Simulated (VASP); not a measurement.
Runs of VASP 6.6.1 on SnS2 (Berndtite-2T). Symmetry: P-3m1, No. 164, trigonal system. Conventional cell: a = 3.639 Å, b = 3.639 Å, c = 5.868 Å, α = 90.00°, β = 90.00°, γ = 120.00°. Sn (site symmetry -3m) is surrounded by 6 S at 2.56 Å. S (site symmetry 3m) has 3 Sn at 2.56 Å as nearest neighbours. 

```tsv
task	level	potentials or basis	cell	k mesh	monkhorst-Pack mesh	target pressure	gap on the mesh (eV)	pressure (GPa)	relaxed volume (Å³/atom)	largest force (eV/Å)
relaxation of cell and atoms	optB86b-vdW	VASP PAW PBE potentials, release 64 (Sn_d, S)	relaxed	9 × 9 × 5	-	-	1.28	0.0	23.10	0.01
relaxation of cell and atoms	rev-vdW-DF2	VASP PAW PBE potentials, release 64 (Sn_d, S)	relaxed	9 × 9 × 5	-	-	1.23	0.0	23.10	-
dielectric tensor	LDA	VASP PAW LDA potentials, release 64 (Sn_d, S)	P-3m1, 21.71 Å³/atom	15 × 15 × 8	no	-	(d)	-	-	-
relaxation of cell and atoms	LDA	VASP PAW LDA potentials, release 64 (Sn_d, S)	relaxed to 3 GPa	9 × 9 × 5	-	3 GPa	0.89	3.0	-	-
relaxation of cell and atoms	PBE+D3(BJ)	VASP PAW PBE potentials, release 64 (Sn_d, S)	relaxed	9 × 9 × 5	-	-	1.31	0.0	22.57	-
relaxation of cell and atoms	PBE	VASP PAW PBE potentials, release 64 (Sn_d, S)	relaxed to 1.2 GPa	9 × 9 × 5	-	1.2 GPa	1.47	1.2	-	0.01
relaxation of cell and atoms	LDA	VASP PAW LDA potentials, release 64 (Sn_d, S)	relaxed to 0.7 GPa	9 × 9 × 5	-	0.7 GPa	(b)	0.7	-	-
relaxation of cell and atoms	LDA	VASP PAW LDA potentials, release 64 (Sn_d, S)	relaxed to 1.2 GPa	9 × 9 × 5	-	1.2 GPa	1.01	1.2	-	-
relaxation of cell and atoms	PBEsol	VASP PAW PBE potentials, release 64 (Sn_d, S)	relaxed	9 × 9 × 5	-	-	1.46	0.0	-	-
relaxation of cell and atoms	PBE	VASP PAW PBE potentials, release 64 (Sn_d, S)	relaxed	9 × 9 × 5	-	-	(a)	0.0	(c)	0.01
```

Alike in all rows: no spin polarisation; cutoff (eV) 600; smearing gaussian 0.03 eV.

Q: Fill in the values left out.

A: (a) 1.58; (b) 1.05; (c) 26.77; (d) 1.10.

Caveats: spin-orbit coupling is left out, which moves the levels of the heavy elements; an odd mesh through Γ misses points on the zone boundary, where band edges often lie; the cell is relaxed towards a set pressure, so the enthalpy falls and the energy may rise (some runs); the PAW data sets were made with another functional, which shifts forces and pressure a little (some runs); the relaxation stopped at its first step, so nothing moved (some runs); this functional lacks dispersion, which binds the layers, so the pressure and a relaxed spacing across them are unreliable (some runs); the volume moved by over 15 % at a fixed basis, so the end points are rough (some runs).

A k mesh can miss the band edges, and the runs leave out spin-orbit coupling on Sn.
